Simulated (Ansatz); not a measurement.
FePt (Tetraferroplatinum):

```
Pt Fe
1.0
     2.72350    0.00000    0.00000
     0.00000    2.72350    0.00000
     0.00000    0.00000    3.72000
Pt Fe
1 1
Direct
  0.50000 0.50000 0.50000
  0.00000 0.00000 0.00000
```

| Property | Result |
| --- | --- |
| Program | Ansatz 0.2.0 |
| Task | relaxation of cell and atoms |
| Functional | PBE |
| Potentials or basis | all-electron LAPW, scalar-relativistic |
| Basis error allowed | 0.001 eV/atom |
| k mesh | 10 × 10 × 7 |
| Occupations | fermi-dirac, width 0.05 eV |
| Spin | collinear spin, ferromagnetic start |
| Starting moments | [0.0, 3.0] μB |

At the start: volume 13.80 Å³/atom.

How do energy, volume and symmetry change on relaxing?

Over 5 steps the energy falls by 2.4 meV/atom and the volume is 14.02 Å³/atom (+1.6 %); space group P4/mmm (No. 123, to 0.05 Å); moment 3.31 μB per cell.

The path:
```
step  energy change (eV)  largest force (eV/Å)  volume (Å³)
   1              0.0000                0.0000        27.59
   2             -0.0039                0.0000        28.24
   3             -0.0047                0.0000        28.05
   4             -0.0047                0.0000        28.04
   5             -0.0047                0.0000        28.04
```

Final structure:
```cif
data_structure
_symmetry_space_group_name_H-M 'P 1'
_symmetry_Int_Tables_number 1
_cell_length_a 2.7356
_cell_length_b 2.7356
_cell_length_c 3.7473
_cell_angle_alpha 90.000
_cell_angle_beta 90.000
_cell_angle_gamma 90.000
_cell_volume 28.04
loop_
_atom_site_label
_atom_site_type_symbol
_atom_site_fract_x
_atom_site_fract_y
_atom_site_fract_z
_atom_site_occupancy
Pt1 Pt 0.50000 0.50000 0.50000 1
Fe1 Fe 0.00000 0.00000 0.00000 1
```
